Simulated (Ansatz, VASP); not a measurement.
**Two plane-wave programs on WS2**

File INCAR:

```
ALGO = Fast ; EDIFF = 1E-6
ENCUT = 520 ; GGA = PE
ISIF = 2 ; ISMEAR = 0
IVDW = 12 ; LASPH = True
LCHARG = False ; LREAL = False
LWAVE = False ; NBANDS = 20
NELM = 80 ; PREC = Accurate
SIGMA = 0.05
```

KPOINTS

```
k-points
0
Gamma
  12 12 2
```

File POSCAR:

```
WS2
1.0
    3.0243405374      0.0000000000      0.0000000000
   -1.5121702687      2.6191557351      0.0000000000
    0.0000000000      0.0000000000     16.1030489955
W S
1 2
Direct
    0.3333333333      0.6666666667      0.0000000000
    0.6666666667      0.3333333333      0.9079994900
    0.6666666667      0.3333333333      0.0920005100
```

Input for Ansatz:

```yaml
crystal:
  lattice:
    - [3.0243405374, 0.0, 0.0]
    - [-1.5121702687, 2.6191557351, 0.0]
    - [0.0, 0.0, 16.1030489955]
  atoms:
    - { symbol: W, position: [0.3333333333, 0.6666666667, 0.0] }
    - { symbol: S, position: [0.6666666667, 0.3333333333, 0.90799949] }
    - { symbol: S, position: [0.6666666667, 0.3333333333, 0.09200051] }
basis:
  ecutwfc: 420
kpoints:
  mp_grid: { grid: [12, 12, 2] }
hamiltonian:
  xc: pbe
  dispersion: d3bj
scf:
  occupations: { method: gaussian, width: 0.05 }
output:
  forces: true
  stress: true
  eigenvalues: true
```

Change from the starting cell: strain -0.050 along x and y, -0.050 along z, atoms carried along.

Alike in both runs: task single point; functional PBE; dispersion D3(BJ); k mesh 12 × 12 × 2; occupations gaussian, width 0.05 eV; no spin polarisation.

```csv
,VASP,Ansatz
version,VASP 6.6.1,Ansatz 0.2.0
potentials or method,"VASP PAW PBE potentials, release 64 (W_sv, S)","scalar-relativistic, plane waves, PAW"
plane-wave cutoff (eV),520,420
valence electrons in the cell,26,26
```

```csv
,VASP,Ansatz,Ansatz less VASP
gap on the k mesh at the Fermi level (eV),2.17,2.17,-0.006
least direct gap on the mesh (eV),2.17,2.17,-0.006
rms of the force components (eV/Å),1.709,1.709,-0.0005
```

Atom by atom the forces differ by 0.000 eV/Å (rms over components).

Caveats: spin-orbit coupling is left out, which moves the levels of the heavy elements.
